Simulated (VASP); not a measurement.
# Si8NO16 (a cell with a defect) in VASP: further runs

Runs on Si8NO16 (a cell with a defect). Level: PBE. Tasks: single point.

Program: VASP 6.6.1. These are calculated values, not measurements. Logs are shortened: lines on timing, memory, paths and dates and some standing lists are left out, and cuts for length are marked.

## Step 1: The crystal as given

The cell holds a defect, 25 atoms: a = 5.910 Å, b = 5.910 Å, c = 5.330 Å, α = 90.00°, β = 90.00°, γ = 90.00°.

## Step 2: Single point, PBE, collinear spin, typed start

File INCAR:

```
  ALGO = Normal
  EDIFF = 1E-6
  ENCUT = 520
  GGA = PE
  ISIF = 2
  ISMEAR = 0
  ISPIN = 2
  LASPH = T
  LCHARG = F
  LORBIT = 11
  LREAL = Auto
  LWAVE = F
  MAGMOM = 0 0 0 0 0 0 0 0 0 0 0 0 0 0 0.15 0 0 0 0 0 0 0 0 0 0.28
  NBANDS = 88
  NELM = 150
  PREC = Accurate
  SIGMA = 0.02
```

File KPOINTS:

```
k-points
0
Gamma
  2 2 3
```

File POSCAR:

```
Si8NO16
1.0
   -4.1790000000     -4.1790000000      0.0000000000
    4.1790000000     -4.1790000000      0.0000000000
    0.0000000000      0.0000000000      5.3298000000
Si O N
8 16 1
Direct
    0.5033059344      0.4773564250      0.0145495141
    0.0083596554      0.4923965063      0.2487228414
    0.5208994975      0.5044067959      0.4862600848
    0.0118275903      0.4938565446      0.7487601786
    0.0173350084      0.0014670974     -0.0077034786
    0.5134364681     -0.0042443168      0.2361469474
    0.0140459440     -0.0018143096      0.4896001726
    0.5249592008      0.0339685331      0.7294804683
    0.1879485523      0.4590856664      0.0110227401
    0.0084041637      0.1894572864      0.2450022515
    0.8060484566      0.5023037808     -0.0067754888
    0.0199753530      0.8013921991      0.2391485609
    0.2101490787      0.4974292893      0.4980173740
    0.0075202201      0.1910945202      0.7396399490
    0.8227194305      0.4955629337      0.4927834065
    0.0119974874      0.8031286193      0.7437217156
    0.7090014358      0.0069047619     -0.0102315284
    0.5137681263      0.6936204834      0.2450859319
    0.3220753769      0.0317016033     -0.0107634433
    0.5162580761      0.3022566403      0.2541778303
    0.7148927973      0.0216491984      0.4760229277
    0.3963870543      0.6859326394      0.8518563548
    0.3179539363      0.0133841828      0.4870180870
    0.5188845418      0.3208302225      0.7407653195
    0.5445963149      0.7417628619      0.6842823370
```

Potentials or basis: VASP PAW PBE potentials, release 64 (Si, O, N).

On the command line:

```bash
$ cat potpaw_PBE.64/Si/POTCAR potpaw_PBE.64/O/POTCAR potpaw_PBE.64/N/POTCAR > POTCAR
$ mpirun -np 1 vasp_std > vasp.out
```

OUTCAR:

```text
EDIFF = 1E-6
   ENCUT = 520
   GGA = PE
   ISIF = 2
   ISMEAR = 0
   ISPIN = 2
   LASPH = T
   LORBIT = 11
   LREAL = Auto
   NELM = 150
   PREC = Accurate

 ion  position               nearest neighbor table
   1  0.503  0.477  0.015-  22 1.63  20 1.65  24 1.73  18 1.77  11 1.80   9 1.87  25 2.37   3 2.52
                             3 2.82   8 3.03   6 3.08
   2  0.008  0.492  0.249-   9 1.66  15 1.70  13 1.79  10 1.79  11 1.81  12 1.83   4 2.66   4 2.67
                             3 3.15
   3  0.521  0.504  0.486-  18 1.70  20 1.72  24 1.74  25 1.76  15 1.78  13 1.84  22 2.34   1 2.52
                             1 2.82   8 3.07   2 3.15
   4  0.012  0.494  0.749-   9 1.75  15 1.76  13 1.78  11 1.78  14 1.79  16 1.83   2 2.66   2 2.67
[... 7 lines left out ...]
   8  0.525  0.034  0.729-  24 1.70  25 1.75  21 1.76  17 1.77  23 1.78  19 1.83  22 2.29   6 2.64
                             6 2.71   1 3.03   3 3.07
   9  0.188  0.459  0.011-   2 1.66   4 1.75   1 1.87
  10  0.008  0.189  0.245-   7 1.73   5 1.75   2 1.79
  11  0.806  0.502  0.993-   4 1.78   1 1.80   2 1.81
  12  0.020  0.801  0.239-   5 1.77   7 1.77   2 1.83
  13  0.210  0.497  0.498-   4 1.78   2 1.79   3 1.84
  14  0.008  0.191  0.740-   5 1.75   7 1.75   4 1.79
  15  0.823  0.496  0.493-   2 1.70   4 1.76   3 1.78
  16  0.012  0.803  0.744-   5 1.77   7 1.78   4 1.83
  17  0.709  0.007  0.990-   6 1.75   8 1.77   5 1.82
  18  0.514  0.694  0.245-   3 1.70   1 1.77   6 1.79
  19  0.322  0.032  0.989-   6 1.75   5 1.81   8 1.83
  20  0.516  0.302  0.254-   1 1.65   3 1.72   6 1.81
  21  0.715  0.022  0.476-   6 1.75   8 1.76   7 1.77
  22  0.396  0.686  0.852-  25 1.29   1 1.63   8 2.29   3 2.34
  23  0.318  0.013  0.487-   6 1.77   8 1.78   7 1.80
  24  0.519  0.321  0.741-   8 1.70   1 1.73   3 1.74
  25  0.545  0.742  0.684-  22 1.29   8 1.75   3 1.76   1 2.37

  LATTYP: Found a simple tetragonal cell.
 ALAT       =     5.9099984772
 C/A-ratio  =     0.9018276435

  Lattice vectors:

 A1 = (  -4.1790000000,  -4.1790000000,   0.0000000000)
 A2 = (   4.1790000000,  -4.1790000000,   0.0000000000)
 A3 = (   0.0000000000,   0.0000000000,   5.3298000000)

Analysis of symmetry for initial positions (statically):
=====================================================================
 Subroutine PRICEL returns:
 Original cell was already a primitive cell.

 Routine SETGRP: Setting up the symmetry group for a
 simple tetragonal supercell.

 Subroutine GETGRP returns: Found  1 space group operations
 (whereof  1 operations were pure point group operations)
 out of a pool of 16 trial point group operations.

The static configuration has the point symmetry C_1 .

Analysis of symmetry for dynamics (positions and initial velocities):
=====================================================================
 Subroutine PRICEL returns:
 Original cell was already a primitive cell.

 Routine SETGRP: Setting up the symmetry group for a
 simple tetragonal supercell.

 Subroutine GETGRP returns: Found  1 space group operations
 (whereof  1 operations were pure point group operations)
 out of a pool of 16 trial point group operations.

The dynamic configuration has the point symmetry C_1 .

Analysis of structural, dynamic, and magnetic symmetry:
=====================================================================
 Subroutine PRICEL returns:
 Original cell was already a primitive cell.

 Routine SETGRP: Setting up the symmetry group for a
 simple tetragonal supercell.

 Subroutine GETGRP returns: Found  1 space group operations
 (whereof  1 operations were pure point group operations)
 out of a pool of 16 trial point group operations.

The overall configuration has the point symmetry C_1 .

 Subroutine INISYM returns: Found  1 space group operations
 (whereof  1 operations are pure point group operations),
 and found     1 'primitive' translations

----------------------------------------------------------------------------------------

                                     Primitive cell

  volume of cell :     186.1597

  direct lattice vectors                    reciprocal lattice vectors
    -4.179000000 -4.179000000  0.000000000    -0.119645848 -0.119645848  0.000000000
     4.179000000 -4.179000000  0.000000000     0.119645848 -0.119645848  0.000000000
     0.000000000  0.000000000  5.329800000     0.000000000  0.000000000  0.187624301
[... 102 lines left out ...]
   NGXF,Y,Z  is equivalent  to a cutoff of  27.00, 27.00, 24.95 a.u.
 SYSTEM =  unknown system
   PREC   = accura    normal or accurate (medium, high low for compatibility)
   ISTART =      0    job   : 0-new  1-cont  2-samecut
   ICHARG =      2    charge: 1-file 2-atom 10-const
   ISPIN  =      2    spin polarized calculation?
   LNONCOLLINEAR =      F non collinear calculations
   LSORBIT =      F    spin-orbit coupling
   LASPH  =      T    aspherical Exc in radial PAW
   ENCUT  =  520.0 eV  38.22 Ry    6.18 a.u.  10.99 10.99  9.91*2*pi/ulx,y,z
   NELM   =    150;   NELMIN=  2; NELMDL= -5     # of ELM steps
   EDIFF  = 0.1E-05   stopping-criterion for ELM
   LREAL  =      T    real-space projection
   EDIFFG = 0.1E-04   stopping-criterion for IOM
   NSW    =      0    number of steps for IOM
   IBRION =     -1    ionic relax: 0-MD 1-quasi-New 2-CG
   NFREE  =      0    steps in history (QN), initial steepest desc. (CG)
   ISIF   =      2    stress and relaxation
   ISYM   =      2    0-nonsym 1-usesym 2-fastsym
   POTIM  = 0.5000    time-step for ionic-motion
   TEBEG  =    0.0;   TEEND  =   0.0 temperature during run
   PSTRESS=    0.0 pullay stress
   NELECT =     133.0000    total number of electrons
   NUPDOWN=      -1.0000    fix difference up-down
   EMIN   =  10.00;   EMAX   =-10.00  energy-range for DOS
   EFERMI =   0.00;   METHOD = LEGACY
   ISMEAR =     0;   SIGMA  =   0.02  broadening in eV -4-tet -1-fermi 0-gaus
   EFERMI_NEDOS =   21; number of points for ismear=-14 and -15
   IALGO  =     38    algorithm
   IMIX   =      4    mixing-type and parameters
     AMIX     =   0.40;   BMIX     =  1.00
     AMIX_MAG =   1.60;   BMIX_MAG =  1.00
  volume/ion in A,a.u.               =       7.45        50.25
  Fermi-wavevector in a.u.,A,eV,Ry     =   1.463514  2.765640 29.141947  2.141873
  Thomas-Fermi vector in A             =   2.579600
   LORBIT       =     11    0 simple, 1 ext, 2 COOP (PROOUT), +10 PAW based schemes
   GGA     = PE    functional components
   LHFCALC =     F    Hartree Fock is set to
   AEXX    =    0.0000 exact exchange contribution
   IVDW    =     0    specifies the selected vdW correction
   LEPSILON=     F    determine dielectric tensor
   LRPA    =     F    only Hartree local field effects (RPA)
 spin polarized calculation
 Gauss-broadening in eV      SIGMA  =   0.02
  energy-cutoff  :      520.00
  volume of cell :      186.16
 maximum number of plane-waves:      5031
 NGX is ok and might be reduce to    48
   NGX = 21   NGY = 21   NGZ = 19

 number of electron     132.9999978 magnetization       1.0001196

 Free energy of the ion-electron system (eV)
  ---------------------------------------------------
  ext. energy  EPLUGINS =         0.00000000
  ---------------------------------------------------
  free energy    TOTEN  =      -184.16636913 eV

  energy without entropy =     -184.16636913  energy(sigma->0) =     -184.16636913

 E-fermi :   9.6145     XC(G=0): -12.4802

 val. band max:        9.4361975344   @ k =   0.5000   0.0000   0.3333
 cond. band min:      10.1564562169   @ k =   0.0000   0.5000   0.0000
 fundamental gap:      0.7202586825
 Fermi energy:         9.6144569318

 spin component 1

 k-point     1 :       0.0000    0.0000    0.0000
  band No.  band energies     occupation
      1     -15.4594      1.00000
      2     -13.5850      1.00000
      3     -12.3773      1.00000
      4     -12.1677      1.00000
      5     -11.6837      1.00000
      6     -11.3163      1.00000
[... 637 lines left out ...]
     77      18.4541      0.00000
     78      18.5806      0.00000
 Fermi energy:         9.6144569318

 spin component 2

 k-point     1 :       0.0000    0.0000    0.0000
  band No.  band energies     occupation
      1     -15.1723      1.00000
      2     -13.4981      1.00000
      3     -12.3616      1.00000
      4     -12.1510      1.00000
      5     -11.6683      1.00000
      6     -11.2936      1.00000
[... 637 lines left out ...]
     77      18.4910      0.00000
     78      18.6155      0.00000
 [bands above 78 left out]

------------------------ aborting loop because EDIFF is reached ----------------------------------------

  FORCE on cell =-STRESS in cart. coord.  units (eV):
  Direction    XX          YY          ZZ          XY          YZ          ZX
  --------------------------------------------------------------------------------------
  -------------------------------------------------------------------------------------
  Total       25.1848088     36.7445346     42.0351537     -8.6669637     11.1264927     -0.5500368
  in kB      216.7522378    316.2406420    361.7741836    -74.5919415     95.7597972     -4.7338739
  external PRESSURE =     298.2556878 kB  Pullay stress =       0.0000000 kB

 VOLUME and BASIS-vectors are now :
 -----------------------------------------------------------------------------
  energy-cutoff  :      520.00
  volume of cell :      186.16
      direct lattice vectors                 reciprocal lattice vectors
    -4.179000000 -4.179000000  0.000000000    -0.119645848 -0.119645848  0.000000000
     4.179000000 -4.179000000  0.000000000     0.119645848 -0.119645848  0.000000000
     0.000000000  0.000000000  5.329800000     0.000000000  0.000000000  0.187624301

 POSITION                                       TOTAL-FORCE (eV/Angst)
 -----------------------------------------------------------------------------------
     -0.10844     -4.09819      0.07755        -0.013445      0.024105     -0.005279
      2.02279     -2.09266      1.32564         0.001120     -0.003404      0.011676
     -0.06892     -4.28476      2.59167         0.001084     -0.016598      0.056140
      2.01440     -2.11325      3.99074        -0.010146     -0.010373      0.000482
     -0.06631     -0.07857      5.28874         0.000312     -0.007820      0.000111
      2.01561     -6.30691      1.25862        -0.002502      0.002899     -0.000370
[... 17 lines left out ...]
     -0.82767     -3.50917      3.94813         0.002560      0.000302     -0.003014
      0.82396     -5.37569      3.64709        -0.074826     -0.233055     -0.278648
 -----------------------------------------------------------------------------------
    total drift:                               -0.003010     -0.005640     -0.016821

  FREE ENERGIE OF THE ION-ELECTRON SYSTEM (eV)
  ---------------------------------------------------
  free  energy   TOTEN  =      -184.1663691298 eV

  energy  without entropy=     -184.1663691298  energy(sigma->0) =     -184.16636913

 total charge

# of ion       s       p       d       tot
------------------------------------------
    1        0.621   0.961   0.000   1.582
    2        0.598   0.910   0.000   1.508
    3        0.611   0.942   0.000   1.553
    4        0.587   0.864   0.000   1.451
    5        0.589   0.875   0.000   1.464
    6        0.591   0.884   0.000   1.475
[... 17 lines left out ...]
   24        1.554   3.757   0.000   5.310
   25        1.294   2.642   0.000   3.936
--------------------------------------------------
tot         31.016  69.145   0.000 100.161

 magnetization (x)

# of ion       s       p       d       tot
------------------------------------------
    1        0.006   0.006   0.000   0.012
    2        0.000   0.000   0.000   0.000
    3        0.001   0.001   0.000   0.002
    4        0.000  -0.000   0.000   0.000
    5       -0.000  -0.000   0.000  -0.000
    6       -0.000  -0.000   0.000  -0.000
[... 17 lines left out ...]
   24       -0.000  -0.000   0.000  -0.001
   25        0.014   0.422   0.000   0.436
--------------------------------------------------
tot          0.030   0.748   0.000   0.778
```

Wall time 6.6 min (1 thread of Intel Xeon Platinum 8259CL at 2.50GHz (Skylake/Cascade Lake), shared host); peak memory 0.45 GiB.

Results:

```yaml
Free_energy: -184.1664 eV
Pressure: 29.8 GPa
Largest_force: 0.371 eV/Å
Band_gap_on_the_k_mesh: 0.72 eV, indirect (least direct gap 1.22 eV)
Net_moment: 1.00 μB per cell
Site_moments: Si +0.01, +0.00, -0.00, -0.01; O +0.01, +0.00, +0.02, +0.04, -0.00, +0.20; N +0.44 μB
Valence_electrons_inside_the_program's_atomic_spheres: Si 1.58, 1.51, 1.55, 1.45, 1.46, 1.48; O 5.29, 5.28, 5.22, 5.26, 5.24, 5.27, 5.23, 5.32, 5.31; N 3.94
```

Forces in eV/Å, atoms in the order of the input:
```
Si  -0.013  0.024 -0.005
Si   0.001 -0.003  0.012
Si   0.001 -0.017  0.056
Si  -0.010 -0.010  0.000
Si   0.000 -0.008  0.000
Si  -0.003  0.003  0.000
Si  -0.009 -0.003  0.008
Si  -0.004  0.015  0.008
O   -0.023 -0.036 -0.027
O    0.016 -0.011 -0.003
O    0.017  0.016 -0.006
O   -0.004  0.014  0.004
O   -0.009 -0.011  0.013
O    0.008 -0.009 -0.006
O    0.014  0.020  0.005
O   -0.012  0.011 -0.007
O   -0.008 -0.014  0.000
O    0.025 -0.027 -0.013
O   -0.001  0.013 -0.012
O   -0.037  0.039  0.021
O   -0.018  0.008  0.002
O    0.134  0.201  0.226
O    0.008  0.018  0.007
O    0.003  0.000 -0.003
N   -0.075 -0.233 -0.279
```

Levels at points of the mesh, in eV from the valence-band top:
Spin up:
```tsv
k point	band 65	band 66	band 67	band 68	band 69	band 70
(0.00, 0.00, 0.00)	-1.05	-1.03	-0.57	4.93	6.07	6.11
(0.50, 0.00, 0.00)	-1.35	-0.70	-0.50	5.90	5.97	6.83
(0.00, 0.50, 0.00)	-1.55	-0.69	-0.63	6.05	6.25	6.78
(0.50, 0.50, 0.00)	-1.63	-0.90	-0.41	6.77	6.83	7.02
```
Spin down:
| k point | band 62 | band 63 | band 64 | band 65 | band 66 | band 67 | band 68 | band 69 | band 70 | band 71 |
| --- | --- | --- | --- | --- | --- | --- | --- | --- | --- | --- |
| (0.00, 0.00, 0.00) | -2.22 | -1.77 | -1.57 | -0.94 | -0.83 | 0.75 | 4.95 | 6.11 | 6.13 | 6.59 |
| (0.50, 0.00, 0.00) | -2.28 | -2.15 | -1.86 | -1.28 | -0.55 | 0.88 | 5.92 | 5.99 | 6.84 | 7.00 |
| (0.00, 0.50, 0.00) | -2.36 | -1.98 | -1.84 | -1.50 | -0.50 | 0.72 | 6.05 | 6.28 | 6.80 | 7.04 |
| (0.50, 0.50, 0.00) | -2.08 | -2.03 | -1.62 | -1.55 | -0.69 | 0.93 | 6.79 | 6.86 | 7.03 | 7.25 |

Caveat: the k mesh is coarse (spacing up to 0.53 Å⁻¹), so the values aren't converged; a pressure of tens of GPa on the cell as given is suspect, and the run, the potentials or the cell itself is likely at fault.

## Step 3: Single point, PBE, collinear spin, typed start

File INCAR:

```
PREC = Accurate
ENCUT = 520
EDIFF = 1E-7
ISMEAR = 0
SIGMA = 0.02
LREAL = Auto
LASPH = T
NELM = 150
ALGO = Normal
ISIF = 2
LWAVE = F
LCHARG = F
ISPIN = 2
MAGMOM = 0 0 0 0 0 0 0 0 0 0 0 0 0 0 0.15 0 0 0 0 0 0 0 0 0 0.28
LORBIT = 11
GGA = PE
NBANDS = 88
```

File KPOINTS:

```
regular mesh
0
Gamma
  2 2 3
```

File POSCAR:

```
Si8NO16
1.0
   -4.1790000000     -4.1790000000      0.0000000000
    4.1790000000     -4.1790000000      0.0000000000
    0.0000000000      0.0000000000      5.3298000000
Si O N
8 16 1
Direct
    0.4986882029      0.4953974635      0.0029592105
    0.0097178751      0.4934553721      0.2426466284
    0.5118838239      0.4875964346      0.4774717625
    0.0079376645      0.4950075377      0.7421679988
    0.0112845178     -0.0005826753     -0.0038530526
    0.5078199330     -0.0013272314      0.2442967841
    0.0072324719      0.0012848768      0.4945515779
    0.5106825796      0.0197967217      0.7468777440
    0.1935824360      0.4863536731     -0.0000784270
    0.0118463747      0.1901083991      0.2429727194
    0.8070967935      0.5002585547     -0.0093076663
    0.0058393156      0.8023853793      0.2465865511
    0.2102234984      0.5003177794      0.4948144396
    0.0105850682      0.1916704953      0.7462058614
    0.8283584590      0.4695427136      0.4827466321
    0.0135287150      0.8041527877      0.7443500694
    0.7024893515      0.0045056234     -0.0069942587
    0.5049343144      0.6950128021      0.2394830951
    0.3104700885      0.0282434793      0.0040883335
    0.5061667863      0.3042261307      0.2391170400
    0.7060923666      0.0366087581      0.4838691883
    0.4312660924      0.7201014597      0.8171899508
    0.3172838000      0.0035451065      0.4976862171
    0.5049956927      0.3171816224      0.7450604150
    0.6111999282      0.7080778894      0.6544290593
```

Potentials or basis: VASP PAW PBE potentials, release 64 (Si, O, N).

On the command line:

```bash
$ cat potpaw_PBE.64/Si/POTCAR potpaw_PBE.64/O/POTCAR potpaw_PBE.64/N/POTCAR > POTCAR
$ mpirun -np 1 vasp_std > vasp.out
```

It took 5.7 min on 1 thread of Intel Xeon Platinum 8559C (Emerald Rapids), shared host; peak memory 0.44 GiB.

The run converged. Its results:

* Free energy: -183.4333 eV
* Pressure: 27.8 GPa
* Largest force: 0.687 eV/Å
* Band gap on the k mesh: 0.73 eV, indirect (least direct gap 0.98 eV)
* Net moment: 1.00 μB per cell
* Site moments: Si +0.01, +0.00, -0.01, -0.00; O +0.00, +0.01, +0.02, -0.00, +0.04, +0.11; N +0.50 μB
* Valence electrons inside the program's atomic spheres: Si 1.53, 1.51, 1.59, 1.45, 1.48, 1.47; O 5.29, 5.28, 5.21, 5.22, 5.23, 5.26, 5.24, 5.32; N 3.83

Forces in eV/Å, atoms in the order of the input:
```
Si  -0.109  0.144  0.054
Si  -0.019  0.004  0.016
Si  -0.274 -0.182  0.044
Si  -0.047 -0.014 -0.045
Si  -0.029 -0.024 -0.044
Si  -0.057  0.019 -0.044
Si  -0.017 -0.013 -0.050
Si  -0.081 -0.103 -0.079
O   -0.032  0.037  0.011
O   -0.003 -0.043 -0.019
O    0.014  0.027 -0.048
O   -0.044 -0.026 -0.048
O   -0.084 -0.048 -0.020
O    0.008 -0.008 -0.054
O    0.253 -0.046 -0.004
O    0.047  0.101 -0.061
O   -0.050 -0.011 -0.039
O   -0.139 -0.079  0.027
O   -0.010 -0.012 -0.045
O   -0.087  0.092 -0.017
O    0.027 -0.168 -0.133
O    0.233  0.334  0.386
O   -0.088  0.028  0.006
O   -0.060 -0.016 -0.020
N    0.648  0.003  0.229
```

Stress tensor (GPa, compression positive):
```
25.09 -4.80  5.81
-4.80 23.96  4.54
 5.81  4.54 34.39
```

Levels at points of the mesh, in eV from the valence-band top:
Spin up:
| k point | band 65 | band 66 | band 67 | band 68 | band 69 | band 70 |
| --- | --- | --- | --- | --- | --- | --- |
| (0.00, 0.00, 0.00) | -1.17 | -0.91 | -0.47 | 4.77 | 5.81 | 6.12 |
| (0.50, 0.00, 0.00) | -1.30 | -0.69 | -0.41 | 5.51 | 5.94 | 6.47 |
| (0.00, 0.50, 0.00) | -1.67 | -1.16 | -0.20 | 5.97 | 6.06 | 6.68 |
| (0.50, 0.50, 0.00) | -1.66 | -0.67 | -0.49 | 6.39 | 6.74 | 6.91 |
Spin down:
| k point | band 64 | band 65 | band 66 | band 67 | band 68 | band 69 |
| --- | --- | --- | --- | --- | --- | --- |
| (0.00, 0.00, 0.00) | -1.65 | -1.00 | -0.45 | 0.73 | 4.80 | 5.84 |
| (0.50, 0.00, 0.00) | -1.88 | -1.22 | -0.24 | 0.86 | 5.54 | 5.95 |
| (0.00, 0.50, 0.00) | -1.80 | -1.57 | -0.33 | 0.78 | 5.98 | 6.11 |
| (0.50, 0.50, 0.00) | -1.72 | -1.58 | -0.25 | 0.85 | 6.47 | 6.76 |

Caveat: the k mesh is coarse (spacing up to 0.53 Å⁻¹), so the values aren't converged; so large a pressure means that the cell lies far from this level's equilibrium, or that cutoff or potentials fall short.
